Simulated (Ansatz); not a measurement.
# The stack of H-CC-F chair under graphene, upper layer turned by 180° between two gates, part 2 of 3

Aim: screening and gap of the neutral stack of H-CC-F chair under graphene, upper layer turned by 180° between oppositely charged gates.

Ansatz 0.2.0; plane-wave DFT, PBE-D3(BJ), Ansatz PAW.

So far. Step 2 (Relaxation): The lattice constant a goes from 2.487 to 2.507 Å.

## (3) Gated layer, displacement field 0, start network

The slab is cut off from its images along the normal. Two sheets of opposite charge stand for the gates, so the stack stays neutral in a displacement field; barriers ahead of the sheets keep electrons from leaking to them. The uncharged case sets the zero.

The cell differs from the one that the last finished run ended in (c 42.432 → 41.280 Å).

input.yaml reads:

```yaml
crystal:
  lattice:
    - [2.5074045609, 0.0, 0.0]
    - [-1.2537022804, 2.1714760473, 0.0]
    - [0.0, 0.0, 41.2798853424]
  atoms:
    - { symbol: F, position: [0.6666666667, 0.3333333333, 0.4324139918] }
    - { symbol: C, position: [0.6666666667, 0.3333333333, 0.4656925121] }
    - { symbol: C, position: [0.3333333333, 0.6666666667, 0.4773880806] }
    - { symbol: H, position: [0.3333333333, 0.6666666667, 0.5040859377] }
    - { symbol: C, position: [0.6666666667, 0.3333333333, 0.5675860082] }
    - { symbol: C, position: [0.0, 0.0, 0.5675858623] }
  periodic: [true, true, false]
  symmetry: { detect: true }
kpoints:
  mp_grid: { grid: [66, 66, 1] }
  band_path:
    path: [[0, 0, 0], [0.5, 0, 0], [0.33333333, 0.33333333, 0], [0, 0, 0]]
    npoints: 16
hamiltonian:
  xc: pbe
  dispersion: d3bj
scf:
  occupations: { method: fermi_dirac, width: 0.02585 }
  convergence: { dr2_threshold: 1.0e-10 }
output:
  forces: true
  eigenvalues: true
  dos: { projected: true, e_range: [-3, 3], de: 0.01 }
  write_potential: true
  write_density: true
  volumetric_format: npy
  elf: true
external_charges:
  - { charge: 0, barrier: 10, axis: 3, height: 25.93, sigma: 0.25 }
  - { charge: 0, barrier: 10, axis: 3, height: 15.35, sigma: 0.25 }
```

Run with:

```
$ ansatz run input.yaml --threads 4 --pin off --max-ram 6144MiB --backend cpu --events-out ev --progress --plain --runs-dir out
```

Numbers of over 12 decimals in the logs are rounded to 6 here.

What it wrote:

```text
[...]
Crystal: 6 atoms, lattice volume = 224.759 Å³
Basis set: ecut = 420 eV, 4379 PW (Γ), exchange–correlation on 36×36×576 points (8 copies of the dense FFT grid, shifted against one another)
Bands: 18, of which v1, the nominal top of the filled ones, is band 12 counted from 1 (11 counted from 0)
Symmetry: 6 space group operations
[...]
k-points: 397 of 4356 (time reversal used)
[...]
SCF iter   1: F=—  HF=-1827.564693 eV  |F-HF|=—  |Δ(HF+E_count)|=         —  Δρ=4.06e-3  dr2=2.19e-1  ethr=1.77e-3  ⟨swp⟩=15.2  Hψ=76895  notcnv=0  defer=112
[...]
SCF iter  15: F=-1827.518166 eV  HF=-1827.518166 eV  |F-HF|=4.37e-11  |Δ(HF+E_count)|=  1.11e-10  Δρ=8.01e-8  dr2=4.74e-12  ethr=1.00e-12  ⟨swp⟩=24.0  Hψ=65127  notcnv=0
SCF 1 converged in 15 iterations: F = -1827.518166 eV  dr2 = 4.74e-12
[...]
NSCF: frozen V_eff on 49 k-points
[...]
SCF converged after 15 iterations
Free energy (F): -1827.518166 eV
[...]
Internal energy: -1827.517468 eV  (E = F + TS)
E sigma→0 (E₀):  -1827.517817 eV
Entropy (-TS):   -0.000698 eV (-0.116 meV/atom)
Fermi energy:    -6.053326 eV
[...]
--- Forces (eV/Å), atoms and charges each counted from 1 ---
  atom   1  F      0.00000000     0.00000000    -0.00044549
  atom   2  C     -0.00000000    -0.00000000    -0.00984039
  atom   3  C      0.00000000     0.00000000     0.02020555
  atom   4  H      0.00000000    -0.00000000    -0.00393718
  atom   5  C      0.00000000     0.00000000    -0.02779664
  atom   6  C      0.00000000    -0.00000000    -0.02778209
  external charge   1     0.00000000     0.00000000     0.05436001
  external charge   2     0.00000000     0.00000000    -0.00476537
  max |Σ_I F_I| component, the external charges' with the atoms': 1.60e-6 eV/Å
--- Band table (eV; the first three rows and the last of 397) ---
  k-point 0: bands = [... 8 lower, -9.0418, -9.0418, -6.0048, -6.0048, -2.3908, 0.1855, 1.4996, 1.4996, ... 2 higher]
  k-point 1: bands = [... 8 lower, -9.0551, -9.0470, -6.0250, -6.0126, -2.3825, 0.1935, 1.5028, 1.5222, ... 2 higher]
  k-point 2: bands = [... 8 lower, -9.0943, -9.0620, -6.0847, -6.0355, -2.3579, 0.2172, 1.5121, 1.5896, ... 2 higher]
  k-point 396: bands = [... 8 lower, -12.1348, -9.6148, -8.6992, -6.5403, -6.5397, 2.0551, 2.4100, 2.9784, ... 2 higher]
```

Run time: 48 s. Hardware: 4 threads of AMD EPYC 7R13 (Zen 3), shared host; peak memory 1.6 GiB.

Numbers from this step:

```yaml
energy_at_zero_smearing: -1827.5178 eV
potential_beyond_the_upper_barrier_and_gate_less_the_barrier_from_the_fermi_level: 3.822 eV
```

Running mean over a fixed 2.7 Å (it still follows the layers) of the planar mean; beyond a gate it holds the 10 eV model barrier. Electron's electrostatic potential energy less the Fermi level against z:

```csv
z (Å),electron's electrostatic potential energy less the Fermi level (eV)
4,18.3
5,18.3
6,18.3
7,18.3
8,18.3
9,18.3
10,18.3
11,18.3
12,18.3
13,18.3
14,17.9
15,14.6
16,10.5
17,3.97
18,-2.43
19,-8.98
20,-7.93
21,-1.61
22,-2.45
23,-7.77
24,-7.49
25,1.81
26,8.97
27,12.7
28,13.8
29,13.8
30,13.8
31,13.8
32,13.8
33,13.8
34,13.8
35,13.8
36,13.8
37,13.8
```

The density of states has structure finer than the step of the table below, so its rows give means over 0.2 eV, whole bins alone (the curve runs from -3 to 2 eV). Peaks (eV: height): -2.58: 2.97, -2.41: 1.91, -2.19: 2.13, -1.61: 2.82, 1.19: 1.04.

The density of states by energy, zero at the Fermi level; means over each step:

energy (eV), density of states (states/eV a cell) and a bar:
```
     -2.8       1.46 ######################
     -2.6       1.91 ##############################
     -2.4       1.51 #######################
     -2.2       1.63 #########################
     -2.0       1.52 #######################
     -1.8       1.60 #########################
     -1.6       1.94 ##############################
     -1.4       1.24 ###################
     -1.2       0.92 ##############
     -1.0       0.73 ##########
     -0.8       0.58 ########
     -0.6       0.47 ######
     -0.4       0.41 #####
     -0.2       0.38 #####
      0.0       0.29 ###
      0.2       0.09 
      0.4       0.13 #
      0.6       0.17 #
      0.8       0.24 ##
      1.0       0.36 ####
      1.2       0.68 ##########
      1.4       0.47 ######
      1.6       0.38 #####
      1.8       0.34 ####
```

Projected DOS per atom over height of the atomic layer and energy from the Fermi level. Layers: F C C H C2 from below.

Values in states/eV, 22 rows by 5 columns, each cell a mean:
```
0.00 0.00 0.00 0.00 0.16
0.00 0.00 0.00 0.00 0.18
0.00 0.00 0.00 0.00 0.22
0.00 0.00 0.00 0.00 0.32
0.00 0.00 0.00 0.00 0.16
0.00 0.00 0.00 0.00 0.11
0.00 0.00 0.00 0.00 0.08
0.00 0.00 0.00 0.00 0.05
0.04 0.03 0.05 0.00 0.04
0.13 0.08 0.13 0.00 0.02
0.17 0.08 0.14 0.00 0.00
0.23 0.08 0.16 0.00 0.01
0.31 0.09 0.17 0.00 0.02
0.43 0.09 0.20 0.00 0.04
0.62 0.10 0.23 0.00 0.05
1.11 0.13 0.32 0.00 0.07
1.13 0.10 0.29 0.00 0.09
1.00 0.06 0.22 0.01 0.11
1.03 0.05 0.21 0.03 0.15
0.89 0.04 0.18 0.04 0.15
0.91 0.05 0.19 0.07 0.28
0.75 0.05 0.16 0.06 0.28
```
Columns: height of the atomic layer (Å) from 17.9 to 23.4 (not evenly spaced); rows upwards: energy from the Fermi level (eV) from -2.98 to 1.97.

The electronic bands at the labelled points (eV, zero at the Fermi level):

```csv
point,band 9,band 10,band 11,band 12,band 13,band 14,band 15,band 16
Γ,-2.99,-2.99,0.05,0.05,3.66,6.24,7.55,7.55
halfway,-4.72,-4.11,-2.50,-1.04,5.28,6.43,6.97,7.22
M,-5.12,-3.38,-2.75,-1.61,1.18,6.37,6.43,7.21
halfway,-5.85,-3.38,-2.28,-2.18,0.94,7.02,8.82,9.10
K,-6.08,-3.56,-2.65,-0.49,-0.49,8.11,8.46,9.03
halfway,-5.47,-4.49,-2.58,-1.68,5.61,5.85,7.79,8.82
Γ,-2.99,-2.99,0.05,0.05,3.66,6.24,7.55,7.55
```

ELF in the ca plane at fractional y = 0.333, with atoms of F and C within 0.2 Å of it. It is the smooth field of the valence electrons, not physical close to the nuclei.

Values, 5 rows by 16 columns, each cell a mean:
```
0.00 0.00 0.00 0.00 0.16 0.77 0.54 0.65 0.17 0.04 0.52 0.67 0.44 0.03 0.00 0.00
0.00 0.00 0.00 0.00 0.20 0.69 0.58 0.30 0.09 0.03 0.53 0.28 0.49 0.05 0.00 0.00
0.00 0.00 0.00 0.00 0.15 0.76 0.53 0.67 0.20 0.05 0.51 0.68 0.43 0.03 0.00 0.00
0.00 0.00 0.00 0.00 0.03 0.25 0.19 0.62 0.53 0.18 0.36 0.63 0.29 0.02 0.00 0.00
0.00 0.00 0.00 0.00 0.03 0.28 0.20 0.63 0.52 0.17 0.37 0.64 0.29 0.02 0.00 0.00
```
Columns run along c (16.0 Å, from fractional 0.30 to 0.68 of the cell), rows up along a (2.5 Å). Atoms in or near the plane, at fractional coordinates: F at (0.43, 0.67), C at (0.47, 0.67), C at (0.57, 0.67).

Valence density in the ca plane at fractional y = 0.333, with atoms of F and C within 0.2 Å of it. It is the smooth field of the valence electrons, not physical close to the nuclei.

Ten steps, logarithmic in the rise over the least value, from '0' (0 e/Å³) to '9' (10 e/Å³), each cell a mean:
```
00000000000001466445542110002355531000000000
00000000000002699656642100002456531000000000
00000000000003799766642100012456531000000000
00000000000002688656642100002456531000000000
00000000000001355445543210002355431000000000
00000000000000122224443211001344421000000000
00000000000000111123443221001344421000000000
00000000000000233234443211001345421000000000
```
Columns run along c (16.0 Å, from fractional 0.30 to 0.68 of the cell), rows up along a (2.5 Å). Atoms in or near the plane, at fractional coordinates: F at (0.43, 0.67), C at (0.47, 0.67), C at (0.57, 0.67).

Electrostatic potential energy in the ca plane at fractional y = 0.333, with atoms of F and C within 0.2 Å of it. With pseudopotentials it is smooth inside the atoms' cores, unlike the true potential.

Ten even steps from '0' (-53 eV) to '9' (12 eV), each cell a mean:
```
99999999988888744653467777777642467778899999
99999999988888410320047777777510167778899999
99999999988887300210047777777400067778899999
99999999988888521430157777777510267778899999
99999999988888755664567777777654577778899999
99999999988888887776666777777765677778899999
99999999988888888776656777777665677778899999
99999999988888887776667777777665677778899999
```
Columns run along c (16.0 Å, from fractional 0.30 to 0.68 of the cell; values clipped at the 3rd and 97th percentile), rows up along a (2.5 Å). Atoms in or near the plane, at fractional coordinates: F at (0.43, 0.67), C at (0.47, 0.67), C at (0.57, 0.67).

There is no gap.

## (4) Gated layer, displacement field 0.905 V/nm

input.yaml, as its differences from that of step 3:

```diff
@@ -28,3 +28,2 @@
   eigenvalues: true
-  dos: { projected: true, e_range: [-3, 3], de: 0.01 }
   write_potential: true
@@ -32,5 +31,6 @@
   volumetric_format: npy
-  elf: true
 external_charges:
   - { charge: 0, barrier: 10, axis: 3, height: 25.93, sigma: 0.25 }
+  - { charge: -0.002722, axis: 3, height: 27.43, sigma: 0.33 }
   - { charge: 0, barrier: 10, axis: 3, height: 15.35, sigma: 0.25 }
+  - { charge: 0.002722, axis: 3, height: 13.85, sigma: 0.33 }
```

What it wrote:

```text
[...]
Crystal: 6 atoms, lattice volume = 224.759 Å³
Basis set: ecut = 420 eV, 4379 PW (Γ), exchange–correlation on 36×36×576 points (8 copies of the dense FFT grid, shifted against one another)
Bands: 18, of which v1, the nominal top of the filled ones, is band 12 counted from 1 (11 counted from 0)
Symmetry: 6 space group operations
[...]
k-points: 397 of 4356 (time reversal used)
[...]
SCF iter   1: F=—  HF=-1829.773460 eV  |F-HF|=—  |Δ(HF+E_count)|=         —  Δρ=6.04e-2  dr2=6.56e0  ethr=3.10e-3  ⟨swp⟩=13.9  Hψ=75771  notcnv=0
[...]
SCF iter  17: F=-1827.529483 eV  HF=-1827.529483 eV  |F-HF|=9.09e-13  |Δ(HF+E_count)|=  2.09e-10  Δρ=1.47e-7  dr2=4.27e-11  ethr=1.00e-12  ⟨swp⟩=25.9  Hψ=77351  notcnv=0
SCF 1 converged in 17 iterations: F = -1827.529483 eV  dr2 = 4.27e-11
[...]
SCF converged after 17 iterations
Free energy (F): -1827.529483 eV
[...]
Internal energy: -1827.528794 eV  (E = F + TS)
E sigma→0 (E₀):  -1827.529138 eV
Entropy (-TS):   -0.000690 eV (-0.115 meV/atom)
Fermi energy:    -6.030113 eV
[...]
--- Forces (eV/Å), atoms and charges each counted from 1 ---
  atom   1  F      0.00000000     0.00000000    -0.02337709
  atom   2  C      0.00000000    -0.00000000     0.02612634
  atom   3  C     -0.00000000     0.00000000     0.00960574
  atom   4  H      0.00000000    -0.00000000    -0.00614902
  atom   5  C      0.00000000     0.00000000    -0.02736696
  atom   6  C     -0.00000000    -0.00000000    -0.02733124
  external charge   1     0.00000000     0.00000000     0.05337514
  external charge   2     0.00000000     0.00000000    -0.00012345
  external charge   3     0.00000000     0.00000000    -0.00488054
  external charge   4     0.00000000     0.00000000     0.00012293
  max |Σ_I F_I| component, the external charges' with the atoms': 1.85e-6 eV/Å
--- Band table (eV; the first three rows and the last of 397) ---
  k-point 0: bands = [... 8 lower, -9.0340, -9.0340, -5.9894, -5.9894, -2.3534, 0.2799, 1.5496, 1.5496, ... 2 higher]
  k-point 1: bands = [... 8 lower, -9.0471, -9.0391, -6.0097, -5.9973, -2.3451, 0.2879, 1.5529, 1.5722, ... 2 higher]
  k-point 2: bands = [... 8 lower, -9.0862, -9.0540, -6.0696, -6.0203, -2.3204, 0.3114, 1.5622, 1.6397, ... 2 higher]
  k-point 396: bands = [... 8 lower, -12.1178, -9.6122, -8.6922, -6.4874, -6.4867, 2.0715, 2.4342, 3.0195, ... 2 higher]
```

Wall time 60 s (4 threads); peak memory 1.6 GiB.

Numbers from this step:

* energy at zero smearing: -1827.5291 eV
* potential beyond the upper barrier and gate, less the barrier, from the Fermi level: 4.119 eV

The electronic bands at the labelled points (eV, zero at the Fermi level):

```csv
point,band 9,band 10,band 11,band 12,band 13,band 14,band 15,band 16
Γ,-3.00,-3.00,0.04,0.04,3.68,6.31,7.58,7.58
halfway,-4.73,-4.12,-2.52,-1.05,5.30,6.46,6.99,7.24
M,-5.12,-3.39,-2.72,-1.63,1.21,6.36,6.46,7.21
halfway,-5.86,-3.39,-2.29,-2.15,0.97,7.01,8.84,9.11
K,-6.09,-3.58,-2.66,-0.46,-0.46,8.10,8.46,9.05
halfway,-5.46,-4.50,-2.60,-1.70,5.63,5.87,7.79,8.89
Γ,-3.00,-3.00,0.04,0.04,3.68,6.31,7.58,7.58
```

There is no gap.

Of the bands kept, 3 cross the Fermi level on this path.

## (5) Gated layer, displacement field 1.81 V/nm

input.yaml, as its differences from that of step 4:

```diff
@@ -33,4 +33,4 @@
   - { charge: 0, barrier: 10, axis: 3, height: 25.93, sigma: 0.25 }
-  - { charge: -0.002722, axis: 3, height: 27.43, sigma: 0.33 }
+  - { charge: -0.005445, axis: 3, height: 27.43, sigma: 0.33 }
   - { charge: 0, barrier: 10, axis: 3, height: 15.35, sigma: 0.25 }
-  - { charge: 0.002722, axis: 3, height: 13.85, sigma: 0.33 }
+  - { charge: 0.005445, axis: 3, height: 13.85, sigma: 0.33 }
```

What it wrote:

```text
[...]
Crystal: 6 atoms, lattice volume = 224.759 Å³
Basis set: ecut = 420 eV, 4379 PW (Γ), exchange–correlation on 36×36×576 points (8 copies of the dense FFT grid, shifted against one another)
Bands: 18, of which v1, the nominal top of the filled ones, is band 12 counted from 1 (11 counted from 0)
Symmetry: 6 space group operations
[...]
k-points: 397 of 4356 (time reversal used)
[...]
--- Band table (eV; the first three rows and the last of 397) ---
  k-point 0: bands = [... 8 lower, -9.0257, -9.0257, -5.9733, -5.9733, -2.3169, 0.3725, 1.5987, 1.5987, ... 2 higher]
  k-point 1: bands = [... 8 lower, -9.0388, -9.0308, -5.9938, -5.9813, -2.3086, 0.3804, 1.6020, 1.6213, ... 2 higher]
  k-point 2: bands = [... 8 lower, -9.0776, -9.0456, -6.0538, -6.0044, -2.2837, 0.4039, 1.6114, 1.6888, ... 2 higher]
  k-point 396: bands = [... 8 lower, -12.1005, -9.6092, -8.6847, -6.4354, -6.4347, 2.0882, 2.4588, 3.0600, ... 2 higher]
[key lines of the parts left out:]
SCF converged after 16 iterations
Free energy (F): -1827.539153 eV
Fermi energy:    -6.005591 eV
```

The job ended after 60 s (4 threads; peak memory 1.6 GiB; 4 min of CPU time).

There is no gap.

## (6) Gated layer, displacement field 2.71 V/nm

input.yaml, as its differences from that of step 5:

```diff
@@ -33,4 +33,4 @@
   - { charge: 0, barrier: 10, axis: 3, height: 25.93, sigma: 0.25 }
-  - { charge: -0.005445, axis: 3, height: 27.43, sigma: 0.33 }
+  - { charge: -0.008167, axis: 3, height: 27.43, sigma: 0.33 }
   - { charge: 0, barrier: 10, axis: 3, height: 15.35, sigma: 0.25 }
-  - { charge: 0.005445, axis: 3, height: 13.85, sigma: 0.33 }
+  - { charge: 0.008167, axis: 3, height: 13.85, sigma: 0.33 }
```

What it wrote:

```text
[...]
Crystal: 6 atoms, lattice volume = 224.759 Å³
Basis set: ecut = 420 eV, 4379 PW (Γ), exchange–correlation on 36×36×576 points (8 copies of the dense FFT grid, shifted against one another)
Bands: 18, of which v1, the nominal top of the filled ones, is band 12 counted from 1 (11 counted from 0)
Symmetry: 6 space group operations
[...]
k-points: 397 of 4356 (time reversal used)
[...]
--- Band table (eV; the first three rows and the last of 397) ---
  k-point 0: bands = [... 8 lower, -9.0194, -9.0194, -5.9590, -5.9590, -2.2817, 0.4642, 1.6491, 1.6491, ... 2 higher]
  k-point 1: bands = [... 8 lower, -9.0323, -9.0244, -5.9795, -5.9670, -2.2733, 0.4720, 1.6525, 1.6717, ... 2 higher]
  k-point 2: bands = [... 8 lower, -9.0709, -9.0391, -6.0397, -5.9902, -2.2484, 0.4953, 1.6619, 1.7392, ... 2 higher]
  k-point 396: bands = [... 8 lower, -12.0848, -9.6081, -8.6789, -6.3821, -6.3815, 2.1035, 2.4822, 3.1004, ... 2 higher]
[key lines of the parts left out:]
SCF converged after 16 iterations
Free energy (F): -1827.547165 eV
Fermi energy:    -5.982213 eV
```

Run time: 51 s. Hardware: 4 threads; peak memory 1.6 GiB.

The electronic bands at the labelled points (eV, zero at the Fermi level):

```csv
point,band 9,band 10,band 11,band 12,band 13,band 14,band 15,band 16
Γ,-3.04,-3.04,0.02,0.02,3.70,6.45,7.63,7.63
halfway,-4.75,-4.14,-2.56,-1.08,5.32,6.52,7.00,7.28
M,-5.14,-3.42,-2.67,-1.66,1.27,6.36,6.51,7.21
halfway,-5.89,-3.43,-2.33,-2.09,1.02,7.01,8.87,9.14
K,-6.10,-3.63,-2.70,-0.40,-0.40,8.09,8.46,9.08
halfway,-5.44,-4.51,-2.63,-1.74,5.69,5.89,7.78,9.02
Γ,-3.04,-3.04,0.02,0.02,3.70,6.45,7.63,7.63
```

There is no gap.

Of the bands kept, 3 cross the Fermi level on this path.

## (7) Gated layer, displacement field 3.62 V/nm

input.yaml, as its differences from that of step 6:

```diff
@@ -28,2 +28,3 @@
   eigenvalues: true
+  dos: { projected: true, e_range: [-3, 3], de: 0.01 }
   write_potential: true
@@ -31,6 +32,7 @@
   volumetric_format: npy
+  elf: true
 external_charges:
   - { charge: 0, barrier: 10, axis: 3, height: 25.93, sigma: 0.25 }
-  - { charge: -0.008167, axis: 3, height: 27.43, sigma: 0.33 }
+  - { charge: -0.01089, axis: 3, height: 27.43, sigma: 0.33 }
   - { charge: 0, barrier: 10, axis: 3, height: 15.35, sigma: 0.25 }
-  - { charge: 0.008167, axis: 3, height: 13.85, sigma: 0.33 }
+  - { charge: 0.01089, axis: 3, height: 13.85, sigma: 0.33 }
```

What it wrote:

```text
[...]
Crystal: 6 atoms, lattice volume = 224.759 Å³
Basis set: ecut = 420 eV, 4379 PW (Γ), exchange–correlation on 36×36×576 points (8 copies of the dense FFT grid, shifted against one another)
Bands: 18, of which v1, the nominal top of the filled ones, is band 12 counted from 1 (11 counted from 0)
Symmetry: 6 space group operations
[...]
k-points: 397 of 4356 (time reversal used)
[...]
--- Band table (eV; the first three rows and the last of 397) ---
  k-point 0: bands = [... 8 lower, -9.0175, -9.0175, -5.9487, -5.9487, -2.2483, 0.5558, 1.7034, 1.7034, ... 2 higher]
  k-point 1: bands = [... 8 lower, -9.0304, -9.0225, -5.9693, -5.9567, -2.2398, 0.5636, 1.7068, 1.7260, ... 2 higher]
  k-point 2: bands = [... 8 lower, -9.0686, -9.0371, -6.0298, -5.9800, -2.2147, 0.5866, 1.7164, 1.7935, ... 2 higher]
  k-point 396: bands = [... 8 lower, -12.0727, -9.6114, -8.6772, -6.3252, -6.3245, 2.1153, 2.5029, 3.1410, ... 2 higher]
[key lines of the parts left out:]
SCF converged after 18 iterations
Free energy (F): -1827.553509 eV
Fermi energy:    -5.962680 eV
```

The job ended after 55 s (4 threads; peak memory 1.6 GiB).

There is no gap.

(Part 2 of 3 ends here.)

[Logs are printed without paths, hosts, clocks, repeated set-up lines and the standing remarks that a program may print on its own settings, such as how far it seeks lower states.]

[Hosts, paths, dates, database ids (printed as entryN), source tags and the programs' standing remarks are cut or masked in the printed files.]

[Maps of the electrostatic potential energy from Ansatz leave out the sawtooth potential of an applied field or a dipole correction, so their vacuum need not be flat; planar profiles and work functions include it.]

[The density of states shown here was stored with 400 of the rows of the run's finer table, so its peaks can read low, often by over a quarter, or be missed, and its means over a window can be off by a tenth or more.]
